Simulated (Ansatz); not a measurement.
## Cu: elastic constants from stress and strain

```
CELL_PARAMETERS angstrom
0.00000 1.80750 1.80750
1.80750 0.00000 1.80750
1.80750 1.80750 0.00000
ATOMIC_POSITIONS crystal
Cu 0.00000 0.00000 0.00000
```

The cell is COD entry 5000216, as deposited and not checked against the literature; nothing was relaxed.

These are results of Ansatz 0.2.0, DFT, PBE, all-electron LAPW, scalar-relativistic, not measurements.

Sampling and basis: a Γ-centred 19×19×19 k mesh, Fermi–Dirac smearing of 0.08 eV, basis error target 0.25 meV/atom, no spin polarisation.

The unstrained cell is at 1.69 GPa. Large strains and very small stresses are left out. Each strain is applied once, with fractional coordinates held (clamped ions), and σ below is the change of stress, positive in tension. One finite strain gives stress–strain coefficients at this pressure with an error of the order of the strain times third-order constants, a few per cent for each per cent of strain. In a metal the k mesh adds noise of tens of per cent to soft shears.

(1) With z strained by -2 % at fixed volume, the run gives σzz − σxx = -1.24 GPa and εzz − εxx = -0.0302. Which stiffness follows?

(2) Estimate the stiffness probed by this change, and the stress that it gives: xy engineering shear strain of -2 %.

(3) With equal xy, yz and zx engineering shear strains of -1 %, the run gives σxy = -0.74 GPa and γxy = 2εxy = -0.0100. Which stiffness follows?

(4) With equal xy, yz and zx engineering shear strains of +1 %, the run gives σxy = 0.76 GPa and γxy = 2εxy = 0.0100. Which stiffness follows?

(5) Scaling the volume by 0.9900 and 1.0100 gives 3.23 GPa and 0.24 GPa. Combine this with the best C11 − C12 to estimate C11 and C12.

## Answers

(1) C11 − C12 = (σzz − σxx)/(εzz − εxx) = 41 GPa.

(2) σxy = -1.52 GPa and γxy = 2εxy = -0.0200, so C44 (clamped ions) = σxy/γxy = 76 GPa.

(3) C44 (clamped ions) = σxy/γxy = 74 GPa.

(4) C44 (clamped ions) = σxy/γxy = 76 GPa.

(5) B = −ΔP/Δln V = 149.6 GPa = (C11 + 2 C12)/3; with C11 − C12 = 41.2 GPa, C11 = B + (2/3)(C11 − C12) = 177 GPa and C12 = B − (C11 − C12)/3 = 136 GPa.
